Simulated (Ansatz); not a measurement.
# What a trial cell of CaH₅ relaxes into

The calculation used DFT PBE, scalar-relativistic, plane waves, PAW in Ansatz 0.2.0. Cutoff 420 eV, Gaussian smearing, Γ-centred meshes. Cell and atoms relax first on a coarse mesh and then on a finer one. In between, the cell is made exact in the group found at 0.06 Å. In metals the finer mesh still leaves noise of several meV/atom or more. The steps can't lower the symmetry of their start. No spin polarisation.

Recipe of this trial structure of CaH₅: random cell by space group and Wyckoff sites (P4mm, No. 99). Lengths were set from tabulated atomic sizes, so they are only a guess.

```
Ca H
1.0
     3.19241    0.00000    0.00000
     0.00000    3.19241    0.00000
     0.00000    0.00000    5.95370
Ca H
1 5
Direct
  0.00000 0.00000 0.60205
  0.32153 0.32153 0.08963
  0.67847 0.67847 0.08963
  0.67847 0.32153 0.08963
  0.32153 0.67847 0.08963
  0.00000 0.00000 0.15022
```

Energies over the elements count from the elements' standard structures at the same level (H₂ as a molecule), with no fitted energy shifts.

Task: Which structure results?

Result: The symmetry goes from P4mm (No. 99) to P4/mmm (No. 123). The volume per atom stays near 10.1 Å³. The shortest distance goes from 1.14 Å (H–H) to 1.20 Å (H–H). The energy falls by about 0.32 eV/atom (the start's value is from the coarse mesh). The end is written in a standard setting, so origin, axes and order of atoms can differ from the start's. Conventional cell: a = 3.919 Å, c = 3.947 Å. Ca has 2 H at 1.97 Å and 8 H at 2.31 Å; H on a site of symmetry m2m is surrounded by 1 H at 1.20 Å, 2 H at 1.69 Å, 2 H at 2.23 Å and 2 Ca at 2.31 Å; H on a site of symmetry 4/mmm has 4 H at 1.20 Å and 2 Ca at 1.97 Å.

Space group P4/mmm (No. 123). a = 3.919 Å, b = 3.919 Å, c = 3.947 Å, α = 90.00°, β = 90.00°, γ = 90.00°
| atom | site | symmetry | x | y | z |
| --- | --- | --- | --- | --- | --- |
| Ca | 1b | 4/mmm | 0.0000 | 0.0000 | 0.5000 |
| H | 4j | m.2m | 0.2162 | 0.2162 | 0.0000 |
| H | 1a | 4/mmm | 0.0000 | 0.0000 | 0.0000 |

Task: How does it come out in energy, and is it a metal?

Result: The energy over the elements is +0.59 eV/atom. The gap on the 10×10×10 mesh of the 6-atom cell is 0 eV (a metal).

It can't be a ground state, since the elements alone are lower.

The last run used Gaussian smearing of 0.10 eV. The cell is a metal run without spin; a magnetic state may lie lower. With hydrogen, zero-point motion can shift formation energies by some tens of meV/atom. Symmetry constrained the relaxation, so the result can be a saddle point.
